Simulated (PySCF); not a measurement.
## TDDFT beside published excitation energies

Published values to compare with (the computed states carry no symmetry labels, so the two lists aren't matched line by line):

```
     state  E (eV)      f   kind of transition  source
 3A'(π→π*)    4.69         vertical absorption     [1]
 3A'(π→π*)    4.73         vertical absorption     [2]
3A''(π→3s)    5.66         vertical absorption     [2]
1A''(π→3s)    5.71  0.001  vertical absorption     [2]
 3A'(π→π*)    5.74         vertical absorption     [2]
 3A'(π→π*)    5.79         vertical absorption     [1]
3A''(n→π*)    6.31         vertical absorption     [2]
3A''(n→π*)    6.37         vertical absorption     [1]
 1A'(π→π*)    6.41  0.124  vertical absorption     [2]
1A''(n→π*)    6.50  0.028  vertical absorption     [2]
 3A'(π→π*)    6.55         vertical absorption     [1]
 1A'(π→π*)    6.58         vertical absorption     [1]
1A''(n→π*)    6.83         vertical absorption     [1]
 1A'(π→π*)    7.10         vertical absorption     [1]
 3A'(π→π*)    7.42         vertical absorption     [1]
3A''(n→π*)    7.51         vertical absorption     [1]
1A''(n→π*)    7.94         vertical absorption     [1]
 1A'(π→π*)    8.45         vertical absorption     [1]
```

[1] computed, CC3/TZVP, gas; arXiv:2401.06101 (2024), CC3 reference column of Thiel's set
[2] computed, theoretical best estimate (aug-cc-pVTZ, frozen core, CC3 geometry), gas; Veril, Scemama, Caffarel, Lipparini, Boggio-Pasqua, Jacquemin, Loos, WIREs Comput. Mol. Sci. 2021, 11, e1517 (QUESTDB)

C3H4N2.
Structure used (GFN2-xTB), in Å, numbered top down from 1:
```
atom  x, y, z in Å
C1    -0.8033   -0.9259    0.0733
C2    -0.8837    0.4085   -0.1991
N3     0.3977    0.8777   -0.1230
C4     1.1814   -0.1831    0.1881
N5     0.4875   -1.2768    0.3117
H6    -1.5875   -1.6545    0.1137
H7    -1.7137    1.0421   -0.4338
H8     0.6917    1.8295   -0.2692
H9     2.2434   -0.1115    0.3131
```

Computed, not measured: TDDFT wB97X-D/def2-SVPD, vertical, gas phase, core orbitals frozen in the response in PySCF.

Computed singlets: 6.60 eV (f 0.002); 6.76 eV (f 0.165); 6.76 eV (f 0.005); 7.36 eV (f 0.025); 7.56 eV (f 0.043); 7.75 eV (f 0.005); 7.83 eV (f 0.003); 8.10 eV (f 0.030). Computed triplets (Tamm–Dancoff): 4.71, 5.87, 6.16 eV.

**Question.** How does the lowest computed singlet compare with the best estimate listed for the lowest singlet (vertical absorption)?

**Answer.** 6.60 eV against 5.71 eV for 1A''(π→3s) [2]: a difference of +0.89 eV. Geometry and basis of the two calculations needn't be the same.

**Question.** How does the lowest computed triplet compare with the best estimate listed for the lowest triplet (vertical absorption)?

**Answer.** 4.71 eV against 4.73 eV for 3A'(π→π*) [2]: a difference of -0.02 eV. Geometry and basis of the two calculations needn't be the same.
